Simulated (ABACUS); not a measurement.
# Ta (Im-3m) in ABACUS: reference runs

Reference runs on Ta: the cell as given and a disturbed copy.

All numbers are computed with ABACUS 3.10.1; they aren't measurements. Logs are shortened: lines on timing, memory, paths and dates and some standing lists are left out, and cuts for length are marked.

## (1) The structure

The structure is cubic, space group Im-3m (No. 229). The conventional cell has a = 3.303 Å, b = 3.303 Å, c = 3.303 Å, α = 90.00°, β = 90.00°, γ = 90.00°. Ta (site symmetry m-3m) has 8 Ta at 2.86 Å as nearest neighbours.

## (2) Single point, PBE

File INPUT:

```
INPUT_PARAMETERS
suffix              Ta
calculation         scf
basis_type          pw
pseudo_dir          ./
symmetry            1
dft_functional      pbe
ecutwfc             58
pseudo_rcut         10
nspin               1
nbands              11
ks_solver           dav
smearing_method     fd
smearing_sigma      0.00367493
scf_thr             1e-08
scf_nmax            100
mixing_type         broyden
mixing_beta         0.7
cal_force           1
cal_stress          1
kpar                4
```

File STRU:

```
ATOMIC_SPECIES
Ta 180.9479 Ta.upf

LATTICE_CONSTANT
1.8897261246

LATTICE_VECTORS
-1.6512800000 1.6512800000 1.6512800000
1.6512800000 -1.6512800000 1.6512800000
1.6512800000 1.6512800000 -1.6512800000

ATOMIC_POSITIONS
Direct

Ta
0.0
1
0.0000000000 0.0000000000 0.0000000000 1 1 1
```

File KPT:

```
K_POINTS
0
Gamma
11 11 11 0 0 0
```

Potentials or basis: PseudoDojo NC SR 0.4.1 PBE standard, plane waves.

Run with:

```bash
> OMP_NUM_THREADS=1 mpirun -np 4 abacus > log
```

running log:

```text
ABACUS v3.10.1

               Atomic-orbital Based Ab-initio Computation at UStc

 ------------------------------------------------------------------------------------

 READING GENERAL INFORMATION
                           global_out_dir = OUT.Ta/
                           global_in_card = INPUT
                               pseudo_dir = ./
                              orbital_dir =
                                    DSIZE = 4
                                    GSIZE = 1

 READING UNITCELL INFORMATION
                                    ntype = 1
                  lattice constant (Bohr) = 1.88973
              lattice constant (Angstrom) = 1

 READING ATOM TYPE 1
                               atom label = Ta
                      L=0, number of zeta = 1
                      L=1, number of zeta = 1
                      L=2, number of zeta = 1
             number of atom for this type = 1

                        TOTAL ATOM NUMBER = 1
DIRECT COORDINATES
    atom                   x                   y                   z     mag                  vx                  vy                  vz
taud_Ta1            0.0000000000        0.0000000000        0.0000000000  0.0000        0.0000000000        0.0000000000        0.0000000000

                          Volume (Bohr^3) = 121.54
                             Volume (A^3) = 18.0103

 Lattice vectors: (Cartesian coordinate: in unit of a_0)
             -1.65128            +1.65128            +1.65128
             +1.65128            -1.65128            +1.65128
             +1.65128            +1.65128            -1.65128
 Reciprocal vectors: (Cartesian coordinate: in unit of 2 pi/a_0)
                   +0           +0.302795           +0.302795
            +0.302795                  +0           +0.302795
            +0.302795           +0.302795                  +0
 The esolver type has been set to : ksdft_pw

                PAO radial cut off (Bohr) = 10

 Read in pseudopotential file is Ta.upf
                     pseudopotential type = NC
          exchange-correlation functional = PBE
                 nonlocal core correction = 1
                        valence electrons = 13
                                     lmax = 3
                           number of zeta = 4
                     number of projectors = 8
                           L of projector = 0
                           L of projector = 0
                           L of projector = 1
                           L of projector = 1
                           L of projector = 2
                           L of projector = 2
                           L of projector = 3
                           L of projector = 3
     initial pseudo atomic orbital number = 10

 SETUP THE ELECTRONS NUMBER
            electron number of element Ta = 13
      total electron number of element Ta = 13
            AUTOSET number of electrons:  = 13
                           occupied bands = 7
                                   NBANDS = 11
                                   NLOCAL = 9

%%%%%%%%%%%%%%%%%%%%%%%%%%%%%%%%%%%%%%%%%%%%%%%%%%%%%%%%%%%%%%%%%%%%%%%%%%%%%%%%%%%%%%%%%%%%%%%%%%%%%%%%%%
 Warning: the number of valence electrons in pseudopotential > 5 for Ta: [Xe] 4f14 5d3 6s2
 Pseudopotentials with additional electrons can yield (more) accurate outcomes, but may be less efficient.
 If you're confident that your chosen pseudopotential is appropriate, you can safely ignore this warning.
%%%%%%%%%%%%%%%%%%%%%%%%%%%%%%%%%%%%%%%%%%%%%%%%%%%%%%%%%%%%%%%%%%%%%%%%%%%%%%%%%%%%%%%%%%%%%%%%%%%%%%%%%%

 SETUP THE PLANE WAVE BASIS
 energy cutoff for charge/potential (unit:Ry) = 232
            fft grid for charge/potential = [ 27, 27, 27 ]
                        fft grid division = [ 1, 1, 1 ]
        big fft grid for charge/potential = [ 27, 27, 27 ]
                                     nbxx = 19683
                                     nrxx = 19683

 SETUP PLANE WAVES FOR CHARGE/POTENTIAL
                    number of plane waves = 7155
                         number of sticks = 507

 PARALLEL PW FOR CHARGE/POTENTIAL
     PROC   COLUMNS(POT)             PW
        1            507           7155
 --------------- sum -------------------
        1            507           7155
                            number of |g| = 107
                                  max |g| = 20.9042
                                  min |g| = 0

----------- Double Check Mixing Parameters Begin ------------
mixing_type: broyden
mixing_beta: 0.7
mixing_gg0: 1
mixing_gg0_min: 0.1
mixing_ndim: 8
----------- Double Check Mixing Parameters End ------------

 LATTICE VECTORS: (CARTESIAN COORDINATE: IN UNIT OF A0)
             -1.65128            +1.65128            +1.65128
             +1.65128            -1.65128            +1.65128
             +1.65128            +1.65128            -1.65128
[... 27 lines left out ...]
                                   nkstot = 1331
                       right hand lattice = 1
(for reciprocal lattice: )
                             BRAVAIS TYPE = 3
                     BRAVAIS LATTICE NAME = 03. Cubic F (face-centered)
                                    ibrav = 3
                       right hand lattice = 1
(for k-lattice: )
                             BRAVAIS TYPE = 3
                     BRAVAIS LATTICE NAME = 03. Cubic F (face-centered)
                                    ibrav = 3
                       right hand lattice = 1
                        ROTATION MATRICES = 48
                               nkstot_ibz = 56
K-POINTS REDUCTION ACCORDING TO SYMMETRY
     IBZ    DIRECT_X    DIRECT_Y    DIRECT_Z  WEIGHT  ibz2bz
       1  0.00000000  0.00000000  0.00000000  0.0008       0
       2 -0.09090909  0.09090909  0.00000000  0.0090       1
       3 -0.18181818  0.18181818  0.00000000  0.0090       2
       4 -0.27272727  0.27272727  0.00000000  0.0090       3
       5 -0.36363636  0.36363636  0.00000000  0.0090       4
       6 -0.45454545  0.45454545  0.00000000  0.0090       5
[... 22 lines left out ...]
      29 -0.36363636  0.09090909  0.36363636  0.0180     172
      30 -0.36363636  0.27272727  0.18181818  0.0361     173
[... 26 further k points ...]

                               nkstot now = 56
[... K-POINTS DIRECT COORDINATES: 56 rows ...]

           k-point number in this process = 14
       minimum distributed K point number = 14
[... stars of the k points ...]

[... K-POINTS CARTESIAN COORDINATES: 14 rows ...]

[... K-POINTS DIRECT COORDINATES: 14 rows ...]

 SETUP PLANE WAVES FOR WAVE FUNCTIONS
     energy cutoff for wavefunc (unit:Ry) = 58
              fft grid for wave functions = [ 27, 27, 27 ]
                    number of plane waves = 1433
                         number of sticks = 173

 PARALLEL PW FOR WAVE FUNCTIONS
     PROC   COLUMNS(POT)             PW
        1            173           1433
 --------------- sum -------------------
        1            173           1433

 SETUP NONLOCAL PSEUDOPOTENTIALS IN PLANE WAVE BASIS
 Ta non-local projectors:
 projector 1 L=0
 projector 2 L=0
 projector 3 L=1
 projector 4 L=1
 projector 5 L=2
 projector 6 L=2
 projector 7 L=3
 projector 8 L=3
      TOTAL NUMBER OF NONLOCAL PROJECTORS = 32

 Init Non-Local PseudoPotential table :
 Init Non-Local-Pseudopotential done.

                                     npwx = 935

 Make real space PAO into reciprocal space.
       max mesh points in Pseudopotential = 1001
     dq(describe PAO in reciprocal space) = 0.01
                                    max q = 918

 number of pseudo atomic orbitals for Ta is 4
WARNING: norm of atomic wavefunction # 3 of atomic type Ta is 0.999937, renormalized
WARNING: norm of atomic wavefunction # 4 of atomic type Ta is 0.999865, renormalized

 -------------------------------------------
 SELF-CONSISTENT
 -------------------------------------------
                                 init_chg = atomic

 PW ALGORITHM --------------- ION=   1  ELEC=   1--------------------------------
 Notice: Threshold on eigenvalues was too large.
 hsover_error=0.13 > DRHO=0.022491
 Origin diag ethr = 0.01
 New diag ethr = 0.000173008

 Density error is 0.0233914093415
                          Error Threshold = 0.000173008046573
----------------------------------------------------------
     Energy           Rydberg                 eV
----------------------------------------------------------
 E_KohnSham     -130.2041020949      -1771.5176914642
 E_Harris       -131.0463235990      -1782.9767028989
 E_Fermi        1.3747640799         18.7046248919
----------------------------------------------------------
[... 39 lines left out ...]
 Density error is 4.42946514356e-09
                          Error Threshold = 7.04290184173e-10
----------------------------------------------------------
     Energy           Rydberg                 eV
----------------------------------------------------------
 E_KohnSham     -130.2077061779      -1771.5667275296
 E_KS(sigma->0) -130.2073994309      -1771.5625540217
 E_Harris       -130.2074930774      -1771.5638281483
 E_band         -7.7933262934        -106.0336439634
 E_one_elec     -16.6937755617       -227.1304687716
 E_Hartree      14.6533732110        199.3693705905
 E_xc           -29.6188668624       -402.9853576320
 E_Ewald        -98.5478234708       -1340.8119247008
 E_entropy(-TS) -0.0006134941        -0.0083470158
 E_descf        0.0000000000         0.0000000000
 E_exx          0.0000000000         0.0000000000
 E_Fermi        1.3560986938         18.4506692858
----------------------------------------------------------

 charge density convergence is achieved
 final etot is -1771.5667275 eV
 EFERMI = 18.450669286 eV

 STATE ENERGY(eV) AND OCCUPATIONS    NSPIN == 1
 1/14 kpoint (Cartesian) = 0.0000 0.0000 0.0000 (935 pws)
       1       -48.6847     0.00150263
       2       -14.5977     0.00150263
       3       -14.5977     0.00150263
       4       -14.5977     0.00150263
       5        10.5444     0.00150263
       6        19.1935    5.30466e-10
       7        19.1935    5.30466e-10
       8        19.1935    5.30466e-10
       9        22.4693    1.86890e-38
      10        22.4693    1.86890e-38
      11        33.0518        0.00000
[... 53 lines left out ...]
 6/14 kpoint (Cartesian) = 0.13763 -0.13763 0.0000 (904 pws)
       1       -48.5715      0.0180316
       2       -15.7511      0.0180316
       3       -14.9698      0.0180316
       4       -14.6048      0.0180316
       5        14.0788      0.0180316
       6        16.9545      0.0180316
       7        19.7991    3.49987e-14
       8        22.3938    1.01464e-36
       9        23.3349    6.79060e-45
      10        25.9720    8.44511e-68
      11        30.3097        0.00000

[... levels at 8 further k points ...]

------------------------------------------------------------------------------------------
 TOTAL-FORCE (eV/Angstrom)
------------------------------------------------------------------------------------------
                       Ta1         0.0000000000         0.0000000000         0.0000000000
------------------------------------------------------------------------------------------

----------------------------------------------------------------
 TOTAL-STRESS (KBAR)
----------------------------------------------------------------
        25.8150635376        -0.0000000000        -0.0000000000
        -0.0000000000        25.8150635376         0.0000000000
         0.0000000000         0.0000000000        25.8150635376
----------------------------------------------------------------
 TOTAL-PRESSURE: 25.815064 KBAR

 --------------------------------------------
 !FINAL_ETOT_IS -1771.5667275295979834 eV
 --------------------------------------------
```

Wall time 2.9 s (4 MPI ranks of Intel Xeon Platinum 8259CL at 2.50GHz (Skylake/Cascade Lake), shared host); peak memory 0.24 GiB.

Results:

| Item | Value |
| --- | --- |
| Free energy | -1771.5667 eV |
| Pressure | 2.6 GPa |
| Band gap on the k mesh | none (metal or under the smearing width) |

## (3) Single point, PBE (cell strained at random at fixed volume)

INPUT is that of step 2.

File STRU:

```
ATOMIC_SPECIES
Ta 180.9479 Ta.upf

LATTICE_CONSTANT
1.8897261246

LATTICE_VECTORS
-1.6207340000 1.6546480000 1.6292400000
1.6978010000 -1.6261700000 1.6778290000
1.6224360000 1.6278720000 -1.6007620000

ATOMIC_POSITIONS
Direct

Ta
0.0
1
0.0019110000 -0.0235750000 -0.0041030000 1 1 1
```

KPT is that of step 2.

Potentials or basis: PseudoDojo NC SR 0.4.1 PBE standard, plane waves.

Run with:

```bash
> OMP_NUM_THREADS=1 mpirun -np 4 abacus > log
```

It took 23 s on 4 MPI ranks of Intel Xeon Platinum 8259CL at 2.50GHz (Skylake/Cascade Lake), shared host; peak memory 0.32 GiB.

The run converged. Its results:

```
Free energy            : -1771.5530 eV
Pressure               : 2.9 GPa
Band gap on the k mesh : none (metal or under the smearing width)
```

Stress tensor (GPa, compression positive):
```
 2.37 -0.25 -4.40
-0.25  3.65 -1.50
-4.40 -1.50  2.81
```

Levels at points of the mesh, in eV from the Fermi level:
| k point | band 5 | band 6 | band 7 | band 8 | band 9 |
| --- | --- | --- | --- | --- | --- |
| (0.00, 0.00, 0.00) | -7.90 | 0.37 | 0.61 | 1.18 | 4.02 |

Spin-orbit coupling is left out, which matters for the levels of Ta.
